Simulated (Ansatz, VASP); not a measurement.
## CsH in VASP and in Ansatz

```
Cs H
1.0
     0.00000    3.18800    3.18800
     3.18800    0.00000    3.18800
     3.18800    3.18800    0.00000
Cs H
1 1
Direct
  0.02745 0.97255 0.02745
  0.50000 0.50000 0.50000
```

Change from the starting cell: all Cs atoms moved +0.175 Å, as atom 1 along Cartesian [0 1 0].

Alike in both runs: task single point; functional r2SCAN; k mesh 6 × 6 × 6; occupations gaussian, width 0.05 eV; no spin polarisation.

```csv
,VASP,Ansatz
version,VASP 6.6.1,Ansatz 0.2.0
potentials or method,"VASP PAW PBE potentials, release 64 (Cs_sv, H)","scalar-relativistic, plane waves, PAW"
plane-wave cutoff (eV),520,500
valence electrons in the cell,10,10
```

|  | VASP | Ansatz | Ansatz less VASP |
| --- | --- | --- | --- |
| gap on the k mesh at the Fermi level (eV) | 2.69 | 2.71 | +0.017 |
| least direct gap on the mesh (eV) | 2.69 | 2.71 | +0.017 |
| pressure (GPa) | 0.1 | 0.1 | -0.03 |
| largest component of the traceless stress (GPa) | 0.22 | 0.22 | -0.004 |
| rms of the force components (eV/Å) | 0.066 | 0.065 | -0.0010 |

Atom by atom the forces differ by 0.001 eV/Å (rms over components).

Caveats: the PAW data sets were made with another functional, which shifts forces and pressure a little (VASP); spin-orbit coupling is left out, which moves the levels of the heavy elements. A k mesh can miss the band edges.
